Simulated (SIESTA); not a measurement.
Runs of SIESTA 5.4.2 on Pd. The structure is cubic, space group Fm-3m (No. 225). The conventional cell has a = 3.893 Å, b = 3.893 Å, c = 3.893 Å, α = 90.00°, β = 90.00°, γ = 90.00°. Pd (site symmetry m-3m) has 12 Pd at 2.75 Å as nearest neighbours. 

```tsv
task	level	potentials or basis	spin	cell	k mesh	force tolerance	optimiser	gap on the mesh (eV)	pressure (GPa)
relaxation of cell and atoms	PBE	PseudoDojo 0.4 standard (PBE files), SZ (energy shift 0.003 Ry)	off	relaxed	12 × 12 × 12	0.02 eV/Å	-	none	0.0
relaxation of cell and atoms	BLYP	PseudoDojo 0.4 standard (PBE files), DZP (energy shift 0.003 Ry; two zetas on semicore shells)	off	relaxed to 2 GPa	12 × 12 × 12	0.04 eV/Å	CG	none	2.0
band structure	PBE	PseudoDojo 0.4 standard (PBE files, fully relativistic), DZP (energy shift 0.003 Ry; two zetas on semicore shells)	non-collinear, zero start, SOC	as given	9 × 9 × 9	-	-	none	7.0
band structure	PBE	PseudoDojo 0.4 standard (PBE files), DZP (energy shift 0.003 Ry; two zetas on semicore shells)	off	as given	12 × 12 × 12	-	-	none	(a)
band structure	PBEsol	PseudoDojo 0.4 standard (PBEsol files), DZP (energy shift 0.003 Ry; two zetas on semicore shells)	off	as given	12 × 12 × 12	-	-	none	-2.4
```

Alike in all rows: smearing fermi-dirac 0.05 eV; grid cutoff 800 Ry; energy shift 0.003 Ry.

Fill in the values left out.

(a) 7.4.

Caveats: the basis of atomic orbitals isn't converged, which shifts pressures, moduli and gaps; the basis has no polarisation orbitals (some runs); the potentials were made for another functional, which shifts forces and pressure (some runs).

A k mesh can miss the band edges, and rows without SOC leave out spin-orbit coupling on Pd.

A gap of «none» marks a metal or a gap under the smearing width.
